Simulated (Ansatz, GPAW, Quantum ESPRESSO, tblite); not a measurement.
## Cost and result for the equilibrium volume of TiC

```cif
data_structure
_symmetry_space_group_name_H-M 'Fm-3m'
_symmetry_Int_Tables_number 225
_cell_length_a 4.3314
_cell_length_b 4.3314
_cell_length_c 4.3314
_cell_angle_alpha 90.000
_cell_angle_beta 90.000
_cell_angle_gamma 90.000
_cell_volume 81.26
loop_
_atom_site_label
_atom_site_type_symbol
_atom_site_symmetry_multiplicity
_atom_site_Wyckoff_symbol
_atom_site_fract_x
_atom_site_fract_y
_atom_site_fract_z
_atom_site_occupancy
Ti1 Ti 4 a 0.00000 0.00000 0.00000 1
C1 C 4 b 0.50000 0.00000 0.00000 1
```

```csv
rung,level,program and potentials,cutoff (eV),k mesh,smearing,task,core time,chip,equilibrium volume (Å³/atom),miss,notes
LDA,LDA,"Ansatz, all-electron LAPW, scalar-relativistic",-,11 × 11 × 11,fermi-dirac 0.05,relaxation of cell and atoms,11 s,AMD EPYC 9R14 Zen 4,9.67,-4.2 %,-
GGA + dispersion,BLYP+D4,"Ansatz, all-electron LAPW, scalar-relativistic",-,11 × 11 × 11,fermi-dirac 0.05,relaxation of cell and atoms,18 s,Arm Neoverse V1,10.11,+0.2 %,-
GGA,PBE,"GPAW, GPAW PAW data sets (gpaw-data 1.2.1)",800,9 × 9 × 9,fermi-dirac 0.05,equation of state,76 s,Arm Neoverse V2,10.22,+1.3 %,-
GGA + dispersion,PBE+D3(BJ),"GPAW, GPAW PAW data sets (gpaw-data 1.2.1)",800,9 × 9 × 9,fermi-dirac 0.05,equation of state,77 s,Arm Neoverse V2,9.93,-1.6 %,-
tight binding or semi-empirical,GFN1-xTB,"tblite, the method's own minimal valence basis",-,1 × 1 × 1,fermi-dirac 0.05,equation of state,1.8 min,Arm Neoverse V1,9.88,-2.1 %,coarse mesh; Γ point of a 4 × 4 × 4 supercell
GGA,PBE,"GPAW, SG15 ONCV 1.2",1100,9 × 9 × 9,fermi-dirac 0.05,equation of state,1.8 min,Intel Xeon Platinum 8488C Sapphire Rapids,(a),?,-
non-local van der Waals functional,rev-vdW-DF2,"Quantum ESPRESSO, PseudoDojo 0.4.1 SR PBE standard",1143,11 × 11 × 11,fermi-dirac 0.05,equation of state,10 min,Arm Neoverse V1,10.08,-0.1 %,potentials made for PBE
```

Times are single runs on shared hosts and different chips, so they are rough; meshes, cutoffs and the tasks' sizes weigh on the time. All rows: no spin polarisation. Smearing widths are in eV. For a metal such meshes aren't converged. Meshes differ between rows, which moves values too. Meshes are those of the run's cell of 2 atoms unless a note names another. Relaxations start from the cell shown or near it and stop with a little pressure left. The cell shown, of 10.16 Å³ an atom, is the runs' start and not the measured value. Misses use the values as printed. Runs on faulty files, with rough fits or with known faults for this quantity aren't shown. No row holds spin-orbit coupling.

Measured: 10.09 Å³/atom at 300 K (pmc:8230697, doi:10.3390/ma14123222). The runs are for a static lattice.

Task: Estimate the value left out from the other rows.

Result: (a) 10.18 Å³/atom, miss +0.9 %.
